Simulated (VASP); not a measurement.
# Ge (P6_3/mmc) in VASP: notebook

One crystal, Ge, is run at these levels: r2SCAN, PBE; tasks: relaxation of cell and atoms.

Program: VASP 6.6.1. These are calculated values, not measurements. Logs are shortened: lines on timing, memory, paths and dates and some standing lists are left out, and cuts for length are marked.

### 1 Starting point

The structure is hexagonal, space group P6_3/mmc (No. 194). The conventional cell has a = 3.998 Å, b = 3.998 Å, c = 6.599 Å, α = 90.00°, β = 90.00°, γ = 120.00°. Around Ge (site symmetry 3m) lie 4 Ge at 2.45 to 2.47 Å.

This isn't the form of Ge at room conditions, which is diamond.

### 2 Relaxation of cell and atoms, r2SCAN

Contents of INCAR:

```
SYSTEM = Ge
ALGO = Normal ; EDIFF = 1E-6
EDIFFG = -0.01 ; ENCUT = 600
IBRION = 2 ; ISIF = 3
ISMEAR = 0 ; LASPH = .True.
LCHARG = .False. ; LMIXTAU = .True.
LREAL = .False. ; LWAVE = .False.
METAGGA = R2SCAN ; NELM = 80
NSW = 90 ; PREC = Accurate
SIGMA = 0.03
```

Contents of KPOINTS:

```
k-points
0
Gamma
  12 12 5
  0 0 0
```

Contents of POSCAR:

```
Ge
1.0
    3.9975858431      0.0000000000      0.0000000000
   -1.9987929216      3.4620108940      0.0000000000
    0.0000000000      0.0000000000      6.5993779500
Ge
4
Direct
    0.6666666700      0.3333333300      0.0629012500
    0.3333333300      0.6666666700      0.5629012500
    0.6666666700      0.3333333300      0.4370987500
    0.3333333300      0.6666666700      0.9370987500
```

Potentials or basis: VASP PAW PBE potentials, release 64 (Ge_d).

Command:

```
cat potpaw_PBE.64/Ge_d/POTCAR > POTCAR
mpirun -np 1 vasp_std > vasp.out
```

OUTCAR:

```text
SYSTEM = Ge
   EDIFF = 1E-6
   EDIFFG = -0.01
   ENCUT = 600
   IBRION = 2
   ISIF = 3
   ISMEAR = 0
   LASPH = .True.
   LREAL = .False.
   METAGGA = R2SCAN
   NELM = 80
   NSW = 90
   PREC = Accurate

 ion  position               nearest neighbor table
   1  0.667  0.333  0.063-   4 2.45   4 2.45   4 2.45   3 2.47
   2  0.333  0.667  0.563-   3 2.45   3 2.45   3 2.45   4 2.47
   3  0.667  0.333  0.437-   2 2.45   2 2.45   2 2.45   1 2.47
   4  0.333  0.667  0.937-   1 2.45   1 2.45   1 2.45   2 2.47

  LATTYP: Found a hexagonal cell.
 ALAT       =     3.9975858431
 C/A-ratio  =     1.6508408347

  Lattice vectors:

 A1 = (   3.9975858431,   0.0000000000,   0.0000000000)
 A2 = (  -1.9987929216,   3.4620108940,   0.0000000000)
 A3 = (   0.0000000000,   0.0000000000,   6.5993779500)

Analysis of symmetry for initial positions (statically):
=====================================================================
 Subroutine PRICEL returns:
 Original cell was already a primitive cell.

 Routine SETGRP: Setting up the symmetry group for a
 hexagonal supercell.

 Subroutine GETGRP returns: Found 24 space group operations
 (whereof 12 operations were pure point group operations)
 out of a pool of 24 trial point group operations.

The static configuration has the point symmetry D_3d.
 The point group associated with its full space group is D_6h.

Analysis of symmetry for dynamics (positions and initial velocities):
=====================================================================
 Subroutine PRICEL returns:
 Original cell was already a primitive cell.

 Routine SETGRP: Setting up the symmetry group for a
 hexagonal supercell.

 Subroutine GETGRP returns: Found 24 space group operations
 (whereof 12 operations were pure point group operations)
 out of a pool of 24 trial point group operations.

The dynamic configuration has the point symmetry D_3d.
 The point group associated with its full space group is D_6h.

 Subroutine INISYM returns: Found 24 space group operations
 (whereof 12 operations are pure point group operations),
 and found     1 'primitive' translations

----------------------------------------------------------------------------------------

                                     Primitive cell

  volume of cell :      91.3333

  direct lattice vectors                    reciprocal lattice vectors
     3.997585843  0.000000000  0.000000000     0.250150976  0.144424733  0.000000000
    -1.998792922  3.462010894  0.000000000     0.000000000  0.288849467  0.000000000
     0.000000000  0.000000000  6.599377950     0.000000000  0.000000000  0.151529433

  length of vectors
     3.997585843  3.997585843  6.599377950     0.288849467  0.288849467  0.151529433

  position of ions in fractional coordinates (direct lattice)
     0.666666670  0.333333330  0.062901250
     0.333333330  0.666666670  0.562901250
     0.666666670  0.333333330  0.437098750
     0.333333330  0.666666670  0.937098750

  ion indices of the primitive-cell ions
   primitive index   ion index
                 1           1
                 2           2
                 3           3
                 4           4

----------------------------------------------------------------------------------------

 KPOINTS: k-points

Automatic generation of k-mesh.
 Grid dimensions read from file:
 generate k-points for:   12   12    5

 Generating k-lattice:

[... 63 lines left out ...]
   EDIFFG = -.1E-01   stopping-criterion for IOM
   NSW    =     90    number of steps for IOM
   IBRION =      2    ionic relax: 0-MD 1-quasi-New 2-CG
   NFREE  =      1    steps in history (QN), initial steepest desc. (CG)
   ISIF   =      3    stress and relaxation
   ISYM   =      2    0-nonsym 1-usesym 2-fastsym
   POTIM  = 0.5000    time-step for ionic-motion
   TEBEG  =    0.0;   TEEND  =   0.0 temperature during run
   PSTRESS=    0.0 pullay stress
   NELECT =      56.0000    total number of electrons
   NUPDOWN=      -1.0000    fix difference up-down
   EMIN   =  10.00;   EMAX   =-10.00  energy-range for DOS
   EFERMI =   0.00;   METHOD = LEGACY
   ISMEAR =     0;   SIGMA  =   0.03  broadening in eV -4-tet -1-fermi 0-gaus
   EFERMI_NEDOS =   21; number of points for ismear=-14 and -15
   IALGO  =     38    algorithm
   IMIX   =      4    mixing-type and parameters
     AMIX     =   0.40;   BMIX     =  1.00
     AMIX_MAG =   1.60;   BMIX_MAG =  1.00
  volume/ion in A,a.u.               =      22.83       154.09
  Fermi-wavevector in a.u.,A,eV,Ry     =   1.390789  2.628209 26.317650  1.934293
  Thomas-Fermi vector in A             =   2.514690
   LORBIT       =      0    0 simple, 1 ext, 2 COOP (PROOUT), +10 PAW based schemes
   METAGGA = R2SCAN    functional components
   LHFCALC =     F    Hartree Fock is set to
   AEXX    =    0.0000 exact exchange contribution
   IVDW    =     0    specifies the selected vdW correction
   LEPSILON=     F    determine dielectric tensor
   LRPA    =     F    only Hartree local field effects (RPA)
 conjugate gradient relaxation of ions
 non-spin polarized calculation
 Gauss-broadening in eV      SIGMA  =   0.03
  energy-cutoff  :      600.00
  volume of cell :       91.33
 maximum number of plane-waves:      3072
 NGX is ok and might be reduce to    32
   NGX = 15   NGY = 15   NGZ = 27

--------------------------------------- Ionic step        1  -------------------------------------------

 number of electron      55.9999987 magnetization

 Free energy of the ion-electron system (eV)
  ---------------------------------------------------
  ext. energy  EPLUGINS =         0.00000000
  ---------------------------------------------------
  free energy    TOTEN  =       -55.42123925 eV

  energy without entropy =      -55.42121896  energy(sigma->0) =      -55.42122911

------------------------ aborting loop because EDIFF is reached ----------------------------------------

  FORCE on cell =-STRESS in cart. coord.  units (eV):
  Direction    XX          YY          ZZ          XY          YZ          ZX
  --------------------------------------------------------------------------------------
  -------------------------------------------------------------------------------------
  Total       -0.0237507     -0.0237507      0.0424379      0.0000000     -0.0000000      0.0000000
  in kB       -0.4166374     -0.4166374      0.7444487      0.0000000     -0.0000000      0.0000000
  external PRESSURE =      -0.0296087 kB  Pullay stress =       0.0000000 kB

 VOLUME and BASIS-vectors are now :
 -----------------------------------------------------------------------------
  energy-cutoff  :      600.00
  volume of cell :       91.33
      direct lattice vectors                 reciprocal lattice vectors
     3.997585843  0.000000000  0.000000000     0.250150976  0.144424733  0.000000000
    -1.998792922  3.462010894  0.000000000     0.000000000  0.288849467  0.000000000
     0.000000000  0.000000000  6.599377950     0.000000000  0.000000000  0.151529433

 POSITION                                       TOTAL-FORCE (eV/Angst)
 -----------------------------------------------------------------------------------
      1.99879      1.15400      0.41511        -0.000000      0.000000      0.001970
     -0.00000      2.30801      3.71480        -0.000000      0.000000      0.001970
      1.99879      1.15400      2.88458        -0.000000      0.000000     -0.001970
     -0.00000      2.30801      6.18427         0.000000     -0.000000     -0.001970
 -----------------------------------------------------------------------------------
    total drift:                               -0.000013      0.000008     -0.000003

  FREE ENERGIE OF THE ION-ELECTRON SYSTEM (eV)
  ---------------------------------------------------
  free  energy   TOTEN  =       -55.4212392525 eV

  energy  without entropy=      -55.4212189640  energy(sigma->0) =      -55.42122911

--------------------------------------- Ionic step        2  -------------------------------------------

 number of electron      55.9999987 magnetization

 Free energy of the ion-electron system (eV)
  ---------------------------------------------------
  ext. energy  EPLUGINS =         0.00000000
  ---------------------------------------------------
  free energy    TOTEN  =       -55.42125336 eV

  energy without entropy =      -55.42123856  energy(sigma->0) =      -55.42124596

 E-fermi :   4.9360     XC(G=0): -10.7700

 val. band max:        4.8959950760   @ k =   0.0000   0.0000   0.0000
 cond. band min:       4.9692268371   @ k =   0.0000   0.0000   0.0000
 fundamental gap:      0.0732317611
 Fermi energy:         4.9360325334

 k-point     1 :       0.0000    0.0000    0.0000
  band No.  band energies     occupation
      1     -20.8018      2.00000
      2     -20.8018      2.00000
      3     -20.7620      2.00000
      4     -20.7618      2.00000
      5     -20.7618      2.00000
      6     -20.7491      2.00000
[... 853 lines left out ...]
     32       9.1383      0.00000
     33       9.9134      0.00000

 [... further k-points ...]

------------------------ aborting loop because EDIFF is reached ----------------------------------------

  FORCE on cell =-STRESS in cart. coord.  units (eV):
  Direction    XX          YY          ZZ          XY          YZ          ZX
  --------------------------------------------------------------------------------------
  -------------------------------------------------------------------------------------
  Total        0.0209679      0.0209679      0.0063601     -0.0000000     -0.0000000      0.0000000
  in kB        0.3678425      0.3678425      0.1115756     -0.0000000     -0.0000000      0.0000000
  external PRESSURE =       0.2824202 kB  Pullay stress =       0.0000000 kB

 VOLUME and BASIS-vectors are now :
 -----------------------------------------------------------------------------
  energy-cutoff  :      600.00
  volume of cell :       91.33
      direct lattice vectors                 reciprocal lattice vectors
     3.996440736  0.000000000  0.000000000     0.250222652  0.144466116  0.000000000
    -1.998220368  3.461019203  0.000000000    -0.000000000  0.288932231  0.000000000
     0.000000000 -0.000000000  6.602755701     0.000000000 -0.000000000  0.151451916

 POSITION                                       TOTAL-FORCE (eV/Angst)
 -----------------------------------------------------------------------------------
      1.99822      1.15367      0.41542         0.000000     -0.000000      0.007132
     -0.00000      2.30735      3.71679        -0.000000     -0.000000      0.007132
      1.99822      1.15367      2.88596         0.000000      0.000000     -0.007132
     -0.00000      2.30735      6.18734        -0.000000      0.000000     -0.007132
 -----------------------------------------------------------------------------------
    total drift:                               -0.000013      0.000008     -0.000003

  FREE ENERGIE OF THE ION-ELECTRON SYSTEM (eV)
  ---------------------------------------------------
  free  energy   TOTEN  =       -55.4212533620 eV

  energy  without entropy=      -55.4212385643  energy(sigma->0) =      -55.42124596

 reached required accuracy - stopping structural energy minimisation
```

Run time: 25 min. Hardware: 1 thread of AMD EPYC 7R13 (Zen 3), shared host; peak memory 0.31 GiB.

What came out:

```
Free energy                  : -55.4213 eV
Energy gained by relaxing    : 0.0 meV/atom
Ionic steps                  : 2
Pressure after relaxing      : 0.0 GPa
Largest force after relaxing : 0.007 eV/Å
Band gap on the k mesh       : 0.07 eV, direct
```

Forces on the atoms (eV/Å):
```
Ge   0.000  0.000  0.007
Ge   0.000  0.000  0.007
Ge   0.000  0.000 -0.007
Ge   0.000  0.000 -0.007
```

Final structure:
```yaml
crystal:
  lattice:
    - [3.99644, 0.00000, 0.00000]
    - [-1.99822, 3.46102, 0.00000]
    - [0.00000, 0.00000, 6.60276]
  atoms:
    - { symbol: Ge, position: [0.66667, 0.33333, 0.06292] }
    - { symbol: Ge, position: [0.33333, 0.66667, 0.56292] }
    - { symbol: Ge, position: [0.66667, 0.33333, 0.43708] }
    - { symbol: Ge, position: [0.33333, 0.66667, 0.93708] }
```

Levels at points of the mesh, in eV from the valence-band top:
```
           k point  band 25  band 26  band 27  band 28  band 29  band 30  band 31  band 32
(0.00, 0.00, 0.00)    -1.68    -0.29     0.00     0.00     0.07     0.24     2.30     2.30
(0.50, 0.00, 0.00)    -4.87    -3.34    -3.02    -1.65     0.63     1.82     3.72     3.84
```

Caveat: the PAW data sets were made with another functional, which shifts forces and pressure a little; an odd mesh through Γ misses points on the zone boundary, where band edges often lie.

[end of part 1 of 2]
